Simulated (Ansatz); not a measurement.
InP (started from an entry of an open crystallographic database) at its r2SCAN geometry, run in Ansatz 0.2.0 at 4 levels of theory. No magnetic order and no zero-point or thermal motion.

The LDA input:
```yaml
crystal:
  lattice:
    - [0.0, 2.9538132889, 2.9538132889]
    - [2.9538132889, 0.0, 2.9538132889]
    - [2.9538132889, 2.9538132889, 0.0]
  atoms:
    - { symbol: In, position: [0.0, 0.0, 0.0] }
    - { symbol: P, position: [0.25, 0.25, 0.25] }
kpoints:
  mp_grid: { grid: [8, 8, 8] }
  band_path:
    path:
      - [0.0, 0.0, 0.0]
      - [-0.5, -0.5, 0.0]
      - [-0.375, -0.375, 0.25]
      - [-0.375, 0.0, 0.375]
      - [0.0, 0.0, 0.5]
      - [-0.5, -0.25, 0.25]
    npoints: 1
hamiltonian:
  xc: lda
scf:
  occupations: { method: fixed }
  n_extra_bands: 4
output:
  forces: true
  stress: true
  eigenvalues: true
```

Main results, then, where recorded, the levels near the gap in eV from the Fermi energy (columns number the bands from 0), one row a point of the path (Γ, X, U, K, L, W):
```
Crystal: 2 atoms, lattice volume = 51.544 Å³
Symmetry: 24 space group operations
Space group: F-43m (ITA 216)
```
```
Basis set: ecut = 420 eV, 965 PW (Γ)
k-points: 29 of 512 (time reversal used)
SCF 1 converged in 6 iterations: F = -6183.532378 eV  dr2 = 2.37e-8
Free energy (F): -6183.532378 eV
Fermi energy:    6.444246 eV
--- Stress (GPa, compression-positive) ---
       -2.681868       0.000000       0.000000
        0.000000      -2.681868       0.000000
        0.000000       0.000000      -2.681868
  P = ⅓ Tr σ = -2.6819 GPa (-26.819 kbar)
```
```tsv
band_6	band_7	band_8	band_9	band_10	band_11
0.000	0.000	0.000	0.352	3.957	3.957
-5.774	-2.279	-2.279	1.638	2.116	8.836
-5.634	-3.255	-1.905	2.213	4.218	7.301
-5.634	-3.255	-1.905	2.213	4.218	7.301
-5.715	-0.956	-0.956	1.249	4.694	4.694
-5.632	-2.906	-2.869	4.169	4.175	5.340
```

With LDA the gap is 0.35 eV and direct, at Γ.

PBE+SOC. Against the first input these blocks differ (the band path and keys that only write files left aside):
```yaml
hamiltonian:
  xc: pbe
scf:
  occupations: { method: fermi_dirac, width: 0.02 }
  n_extra_bands: 8
magnetization:
  noncollinear: true
  spin_orbit: true
```

```
Basis set: ecut = 420 eV, 965 PW (Γ)
k-points: 29 of 512 (time reversal used)
SCF 1 converged in 7 iterations: F = -6355.925537 eV  dr2 = 2.92e-9
Free energy (F): -6355.925537 eV
Fermi energy:    7.012790 eV
--- Stress (GPa, compression-positive) ---
        1.579110       0.000000       0.000000
        0.000000       1.579110       0.000000
        0.000000       0.000000       1.579110
  P = ⅓ Tr σ = 1.5791 GPa (15.791 kbar)
```
```tsv
band_12	band_13	band_14	band_15	band_16	band_17	band_18	band_19	band_20	band_21	band_22	band_23
-0.384	-0.384	-0.286	-0.286	-0.286	-0.286	0.272	0.272	3.465	3.465	3.917	3.917
-5.959	-5.959	-2.610	-2.610	-2.514	-2.514	1.489	1.489	1.957	1.957	8.745	8.745
-5.825	-5.814	-3.556	-3.466	-2.194	-2.185	2.054	2.061	4.016	4.034	7.041	7.088
-5.825	-5.814	-3.556	-3.466	-2.194	-2.185	2.054	2.061	4.016	4.034	7.041	7.088
-5.920	-5.920	-1.313	-1.313	-1.202	-1.202	1.130	1.130	4.399	4.399	4.567	4.567
-5.820	-5.808	-3.249	-3.169	-3.115	-3.059	3.954	3.971	3.978	3.983	5.057	5.299
```

The PBE+SOC gap is direct at Γ: 0.56 eV. At this geometry PBE+SOC finds +1.58 GPa, compression counted positive: its own equilibrium volume is larger.

Task: Another run on the same cell gave
```
Basis set: ecut = 420 eV, 965 PW (Γ)
k-points: 8 of 64 (time reversal used)
SCF 1 stopped early in 7 iterations: F = -6355.817879 eV  dr2 = 6.99e-6
SCF 2 stopped early in 7 iterations: F = -6356.453896 eV  dr2 = 1.97e-6
hybrid outer 1: dexx = +5.696e-3 eV, tail = 8.50e-6 eV
SCF 3 converged in 2 iterations: F = -6356.453784 eV  dr2 = 3.30e-8
hybrid outer 2: dexx = +8.479e-8 eV, tail = 8.03e-8 eV, Δε = 2.09e-3 eV
Free energy (F): -6356.453784 eV
Fermi energy:    7.021280 eV
```
```tsv
band_12	band_13	band_14	band_15	band_16	band_17	band_18	band_19	band_20	band_21	band_22	band_23
-0.802	-0.802	-0.685	-0.685	-0.685	-0.685	0.671	0.671	3.877	3.877	4.332	4.332
-6.848	-6.848	-3.232	-3.232	-3.130	-3.130	1.688	1.688	2.281	2.281	9.545	9.545
-6.692	-6.678	-4.246	-4.150	-2.775	-2.765	2.342	2.348	4.502	4.526	7.693	7.725
-6.692	-6.678	-4.246	-4.150	-2.775	-2.765	2.342	2.348	4.502	4.526	7.693	7.725
-6.829	-6.829	-1.812	-1.812	-1.688	-1.688	1.489	1.489	4.835	4.835	4.996	4.996
-6.681	-6.666	-3.908	-3.834	-3.766	-3.688	4.316	4.319	4.567	4.594	5.580	5.815
```
Which level of theory and mesh gave it?

Result: It is HSE06+SOC, judged by the exchange loop and the size of the gap (a near hybrid could fit too), on 4×4×4; the blocks that differ from the first input, but for the band path:
```yaml
kpoints:
  mp_grid: { grid: [4, 4, 4] }
hamiltonian:
  xc: hse06
scf:
  occupations: { method: fermi_dirac, width: 0.02 }
  n_extra_bands: 8
magnetization:
  noncollinear: true
  spin_orbit: true
output:
  eigenvalues: true
```
HSE06+SOC gives a direct gap of 1.36 eV at Γ.

DDH-PBE0. Against the first input these blocks differ (the band path and keys that only write files left aside):
```yaml
crystal:
  host: atoms
kpoints:
  mp_grid: { grid: [6, 6, 6] }
hamiltonian:
  xc:
    exchange: pbe
    correlation: pbe
    exx: { coeff: inverse_dielectric }
```

```
ε∞ on k-mesh 4×4×4 of a primitive cell: xx 11.3055, yy 11.3055, zz 11.3055; 3/Tr ε∞, of that cell with its empty space = 0.08845264320179076
Basis set: ecut = 420 eV, 965 PW (Γ)
k-points: 16 of 216 (time reversal used)
SCF 1 stopped early in 3 iterations: F = -6353.988849 eV  dr2 = 2.46e-5
SCF 2 stopped early in 5 iterations: F = -6355.388416 eV  dr2 = 1.22e-7
hybrid outer 1: dexx = +4.521e-4 eV, tail = 3.72e-7 eV
SCF 3 converged in 2 iterations: F = -6355.388414 eV  dr2 = 2.53e-9
hybrid outer 2: dexx = +1.074e-8 eV, tail = 5.36e-9 eV, Δε = 3.39e-4 eV
Free energy (F): -6355.388414 eV
Fermi energy:    6.446923 eV
--- Stress (GPa, compression-positive) ---
        0.882547       0.000000       0.000000
        0.000000       0.882547       0.000000
        0.000000       0.000000       0.882547
  P = ⅓ Tr σ = 0.8825 GPa (8.825 kbar)
```
```tsv
band_6	band_7	band_8	band_9	band_10	band_11
0.000	0.000	0.000	1.047	4.606	4.606
-5.865	-2.340	-2.340	2.232	2.746	9.724
-5.717	-3.330	-1.955	2.835	4.893	8.061
-5.717	-3.330	-1.955	2.835	4.893	8.061
-5.833	-0.979	-0.979	1.918	5.333	5.333
-5.708	-2.984	-2.922	4.786	4.882	6.074
```

The DDH-PBE0 gap is direct at Γ: 1.05 eV. The mean pressure is +0.9 GPa (compression positive), so DDH-PBE0 would enlarge the cell's volume. (The program warns that its thresholds are loose for a hybrid's stress.)

Small level splittings and stresses of the hybrids carry the error of their coarser meshes.

Totals of different functionals, or with and without spin-orbit coupling, can't be compared.

Only the levels marked +SOC include spin-orbit coupling.

The meshes of the hybrids are coarse, so their gaps aren't converged to the digits shown.
